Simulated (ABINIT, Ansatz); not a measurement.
# TePb (Fm-3m): Bethe-Salpeter spectra with ABINIT, part 2 of 2

Aim: the absorption spectrum of TePb (Fm-3m) with electron-hole interaction, and what each part of the kernel does.

ABINIT 10.8.3 and Ansatz 0.2.0; LDA and many-body steps on it, plane waves. Known limits of the many-body steps: not at the basis limit; model gap, bands may invert with spin-orbit coupling; mesh may overstate the screening; no spin-orbit coupling; coarse k mesh; bindings not settled in the k mesh.

So far. Step 12 (Empty states on the mesh, 6×6×6 mesh, 37 bands): On this mesh the gap is 0.862 eV.

## (13) Denser, shifted k mesh (6×6×6)

This step: Bethe-Salpeter equation on LDA with a scissors shift, plane waves, norm-conserving pseudopotentials.

Input file run.abi:

```
acell 3*1.0 Angstrom
rprim 
  -0.000000000000 3.231000000000 3.231000000000
  3.231000000000 0.000000000000 3.231000000000
  3.231000000000 3.231000000000 0.000000000000
ntypat 2
znucl 52 82
natom 2
typat 1 2
xred 
  0.500000000000 0.500000000000 0.500000000000
  0.000000000000 0.000000000000 0.000000000000
pp_dirpath "pseudos"
pseudos "Te.upf, Pb.upf"
ecut 39
ngkpt 6 6 6
nshiftk 1
shiftk 0.11 0.21 0.31
kptopt 3
chksymbreak 0
istwfk *1
occopt 1
irdwfk 1
optdriver 99
bs_calctype 1
mbpt_sciss 0.114 eV
bs_loband 21
nband 27
bs_exchange_term 1
bs_coulomb_term 21
bs_coupling 0
bs_algorithm 2
bs_freq_mesh 0 7 0.05 eV
zcut 0.15 eV
ecuteps 3
ecutwfn 19.5
inclvkb 2
mdf_epsinf 30.69
irdden 1
bs_haydock_niter 300
bs_haydock_tol -0.02 0
indata_prefix "in"
outdata_prefix "out"
tmpdata_prefix "tmp"
```

Command:

```bash
> OMP_NUM_THREADS=1 mpirun -n 4 abinit run.abi > log
```

It took 3.1 min on 4 MPI ranks of Intel Xeon Platinum 8488C (Sapphire Rapids), shared host; peak memory 4.5 GiB; 12 min of CPU time.

This step gave:

| Property | Result |
| --- | --- |
| direct gap of the transition levels | 0.9756 eV |
| transitions in the window | 2592 |
| Coulomb term of one mesh cell | 0.05455 eV |

Mean over the three Cartesian directions of q; broadening 0.15 eV; transition window only. Limits: finite bands, cutoff and mesh; no spin-orbit coupling; exciton not shown settled in the k mesh. ε₂ against photon energy; read off at these points:

```
photon energy (eV)    BSE  no electron-hole interaction  Kohn-Sham, no shift
              0.00      0                             0                    0
              0.20  0.566                         0.474                0.586
              0.40   1.25                          1.04                 1.31
              0.60   2.30                          1.86                 2.49
              0.80   4.53                          3.45                 5.19
              1.00   8.60                          6.90                 8.55
              1.20   12.7                          9.82                 13.6
              1.40   30.3                          20.1                 33.4
              1.60   55.4                          43.2                 51.6
              1.80   69.2                          57.3                 66.2
              1.85   71.4                          61.5                 67.6
              1.95   67.5                          67.5                 64.5
              2.00   63.5                          67.2                 62.1
              2.20   48.4                          56.7                 48.0
              2.40   34.2                          42.0                 35.5
              2.60   22.3                          29.7                 22.8
              2.80   15.2                          19.2                 15.8
              3.00   11.0                          13.6                 11.7
              3.20   8.43                          10.5                 8.90
              3.40   6.98                          8.28                 7.74
              3.60   5.76                          7.10                 6.15
              3.80   4.24                          5.30                 4.66
              4.00   3.68                          4.45                 4.00
              4.20   2.98                          3.59                 3.47
              4.40   2.92                          3.46                 3.19
              4.60   2.39                          2.86                 2.43
              4.80   1.95                          2.26                 2.22
              5.00   2.09                          2.31                 2.45
              5.20   2.35                          2.55                 2.57
              5.40   2.56                          2.62                 2.87
              5.60   2.98                          3.07                 3.20
              5.80   3.01                          3.13                 3.08
              6.00   3.48                          3.32                 4.20
              6.20   4.65                          4.80                 4.55
              6.40   3.93                          4.21                 4.34
              6.60   4.52                          4.66                 4.70
              6.80   4.37                          4.52                 4.36
```

## (14) Negative scissors

run.abi, as its differences from that of step 13:

```diff
@@ -15,6 +15,6 @@
 ecut 39
-ngkpt 6 6 6
+ngkpt 4 4 4
 nshiftk 1
-shiftk 0.11 0.21 0.31
-kptopt 3
+shiftk 0 0 0
+kptopt 1
 chksymbreak 0
@@ -25,18 +25,15 @@
 bs_calctype 1
-mbpt_sciss 0.114 eV
+mbpt_sciss -3.0 eV
 bs_loband 21
-nband 27
+nband 26
 bs_exchange_term 1
-bs_coulomb_term 21
+bs_coulomb_term 11
 bs_coupling 0
-bs_algorithm 2
-bs_freq_mesh 0 7 0.05 eV
+bs_algorithm 1
+bs_freq_mesh 0 1 0.05 eV
 zcut 0.15 eV
-ecuteps 3
+ecuteps 3.6
 ecutwfn 19.5
 inclvkb 2
-mdf_epsinf 30.69
-irdden 1
-bs_haydock_niter 300
-bs_haydock_tol -0.02 0
+irdscr 1
 indata_prefix "in"
```

Run time: 8.5 s. Hardware: 4 MPI ranks; peak memory 0.45 GiB.

The run stopped with an error after 8.5 s.

The program's words: The integral of the imaginary of dielectric function is negative !!!

The fault put into this input: negative scissors.

## (15) The runs together

Times are wall times on 4 MPI ranks of Intel Xeon Platinum 8488C (Sapphire Rapids), shared host, good to a factor of about two.

```
                           run   mesh  transitions  broadening (eV)  direct gap (eV)  lowest state (eV)  binding (eV)  mesh cell's term (eV)  tallest peak (eV)  height     time
                      excitons  4×4×4          768             0.15            0.768              0.730         0.038                  0.057               1.30    84.2     14 s
    triplet (no exchange term)  4×4×4          576             0.15            0.768              0.708         0.060                  0.057                  -       -    9.5 s
           beyond Tamm-Dancoff  4×4×4          576             0.15            0.768              0.730         0.038                  0.057               1.30    83.1     21 s
               model screening  4×4×4          768             0.15            0.768                  -             -                  0.082               1.30    81.6     14 s
        shifted k mesh (4×4×4)  4×4×4          768             0.15            1.143                  -             -                  0.082               1.80    87.5     22 s
denser, shifted k mesh (6×6×6)  6×6×6         2592             0.15            0.976                  -             -                  0.055               1.85    71.4  3.1 min
```

## (16) Outcome

* excitons: lowest state 0.730 eV (not settled in the k mesh)
* triplet (no exchange term): lowest state 0.708 eV (not settled in the k mesh)
* beyond Tamm-Dancoff: lowest state 0.730 eV (not settled in the k mesh)
* model screening: tallest peak 1.3 eV
* shifted k mesh (4×4×4): tallest peak 1.8 eV
* denser, shifted k mesh (6×6×6): tallest peak 1.9 eV

What this shows: On the 4×4×4 mesh the lowest exciton lies at 0.730 eV, 0.038 eV below the direct gap; one cell of the mesh carries a screened Coulomb term of 0.06 eV, so this binding is not shown settled. That state is dark or weak; the first strong one lies at 0.735 eV. Bindings below are those of the lowest state. Triplet (no exchange term), against «excitons (4×4×4)»: the lowest state moves by −0.022 eV (keys changed: nband, bs_exchange_term and bs_freq_mesh). Triplets are dark. Beyond Tamm-Dancoff, against «excitons (4×4×4)»: the lowest state stays within 0.01 eV (keys changed: nband, bs_coupling and bs_freq_mesh). Model screening, against «excitons (4×4×4)»: the tallest peak stays (keys changed: bs_coulomb_term, bs_algorithm, irdscr, mdf_epsinf, irdden, bs_haydock_niter and bs_haydock_tol). Shifted k mesh (4×4×4), against «model screening (4×4×4)»: the tallest peak goes from 1.30 eV to 1.80 eV (keys changed: shiftk, kptopt and ecuteps). Denser, shifted k mesh (6×6×6), against «shifted k mesh (4×4×4)»: the tallest peak goes from 1.80 eV to 1.85 eV (keys changed: ngkpt). For «beyond Tamm-Dancoff» the program prints the energy to 0.01 eV alone, so further digits and smaller shifts mean nothing. A rigid shift treats all transitions alike. In the G0W0 table the openings from the upper filled bands to the empty bands at the same k run from +0.11 to +0.60 eV (median +0.47), where the shift is +0.11 eV, so peaks stand off by such differences. Lines within a few meV of each other can be one level split by numerical noise, or distinct levels. Screening is static and electronic alone, and only transitions inside the band window count. Where an edge is built on 6p states of lead, bismuth or thallium, scalar-relativistic gaps usually stand too wide, by a few tenths to over one eV. The many-body steps are scalar-relativistic: spin-orbit coupling is not in them.

[Paths, hosts, dates, memory and timing lines, banners, echoed tables and standing remarks are left out of the program output.]

[Logs are printed without paths, hosts, clocks, repeated set-up lines and the standing remarks that a program may print on its own settings, such as how far it seeks lower states.]

[Runs of the session that timed out or met a known fault of the program may be left out.]

[Hosts, paths, dates, database ids (printed as entryN), source tags and the programs' standing remarks are cut or masked in the printed files.]

[G0W0 gaps are taken among the corrected bands and points alone; a level outside them can change the order at an edge.]

[Where Ansatz stands beside ABINIT at settings called matched, ABINIT's density can come from a denser mesh and the files from another edition; pairs whose starting gaps differed by over 0.03 eV were left out, so agreement reads better than it is.]
